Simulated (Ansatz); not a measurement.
Method: Ansatz 0.2.0, DFT PBE, scalar-relativistic, plane waves, PAW. All cells share a 420 eV cutoff and Γ-centred k meshes spaced at most about 0.3 Å⁻¹ (about 0.25 or finer for metals, 2π included). No spin polarisation.

Each guess is relaxed in cell and atoms at zero pressure, on a coarse mesh first where it starts far from rest and then on a converged one. The steps can't lower the symmetry of the start, but it can rise. Energies are static (0 K, no zero-point motion).

Two unrelaxed guesses for Sn5H:

Guess 1.

```
Sn H
1.0
     0.00000    4.23757    4.23757
     4.23757    0.00000    4.23757
     4.23757    4.23757    0.00000
Sn H
5 1
Direct
  0.25000 0.25000 0.25000
  0.62557 0.12328 0.62557
  0.62557 0.62557 0.12328
  0.62557 0.62557 0.62557
  0.12328 0.62557 0.62557
  0.00000 0.00000 0.00000
```

Guess 2.

```
Sn H
1.0
     6.16773    0.00000    0.00000
    -3.08387    5.34141    0.00000
     0.00000    0.00000    4.96329
Sn H
5 1
Direct
  0.50000 0.00000 0.50000
  0.00000 0.50000 0.50000
  0.50000 0.50000 0.50000
  0.33333 0.66667 0.50000
  0.66667 0.33333 0.50000
  0.00000 0.00000 0.00000
```

**Question.** Do they relax into the same structure? If not, which is lower?

**Answer.** No. Guess 1 ends lower, by 271 meV/atom. Guess 1: F-43m at 25.4 Å³/atom → F-43m at 27.7 Å³/atom; Guess 2: P6/mmm at 27.3 Å³/atom → P6/mmm at 45.2 Å³/atom. Counting Sn atoms around H (those within 1.25 times the shortest such distance or 1.15 times the sum of covalent radii, 1.27 where that leaves under three; a plus sign parts nearer from farther groups; the shortest distance is added where it exceeds 1.18 times the sum of covalent radii), the end of guess 1 has H 16 from 3.6 Å and the end of guess 2 has H 12+12 from 5.3 Å. End of guess 1. Conventional cell: a = 8.732 Å. Sn on a site of symmetry 3m has 6 Sn at 3.08–3.10 Å, 3 H at 3.62 Å and 3 Sn at 3.62 Å; Sn on a site of symmetry -43m is surrounded by 12 Sn at 3.62 Å and 4 H at 3.78 Å; H has 16 Sn at 3.62–3.78 Å (long against the sum of covalent radii). End of guess 2. Conventional cell: a = 10.277 Å, c = 2.962 Å. Sn on a site of symmetry mmm has 4 Sn at 2.96–2.97 Å; Sn on a site of symmetry -6m2 has 5 Sn at 2.96–2.97 Å; around H lie 2 H at 2.96 Å (long against the sum of covalent radii).

Ends held by symmetry can be saddle points. Neither end is the lowest form computed: that has Sn and H ordered on diamond sites, space group P-3m1 (No. 164) and lies 0.47 eV/atom below the better end. Even the lowest of the cells shown lies +0.54 eV/atom against the elements. H stands nearly free of neighbours here, and without spin polarisation the energy of such atoms comes out too high. With hydrogen, zero-point motion can shift such differences by 10 meV/atom or more. Some types were kept out of the candidates beforehand, so the set may lack a known form.
